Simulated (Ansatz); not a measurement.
ZrS2:

```
Zr S
1.0
     3.69138    0.00000    0.00000
    -1.84569    3.19683    0.00000
     0.00000    0.00000    6.04108
Zr S
1 2
Direct
  0.00000 0.00000 0.00000
  0.33333 0.66667 0.23791
  0.66667 0.33333 0.76209
```

The cell is a database's computed one.

Program: Ansatz 0.2.0. Alike in all runs: cell as given; k mesh 8 × 8 × 5; smearing fermi-dirac 0.05 eV. Hardware: 2 threads of Arm Neoverse V2 (shared host).

Order these runs on this cell by their wall time, lowest first.
A. task band structure; level r2SCAN; potentials or basis Ansatz PAW; spin SOC, no magnetisation; cutoff (eV) 500; points for each segment of the path 14
B. task single point; level PBE; potentials or basis Ansatz PAW; spin off; cutoff (eV) 250
C. task band structure; level PBE; potentials or basis JTH PAW; spin off; cutoff (eV) 990; points for each segment of the path 14

B (0.57 s), C (9.5 s), A (65 s).

Caveats: the cutoff lies under the one recommended for these potentials (some runs).
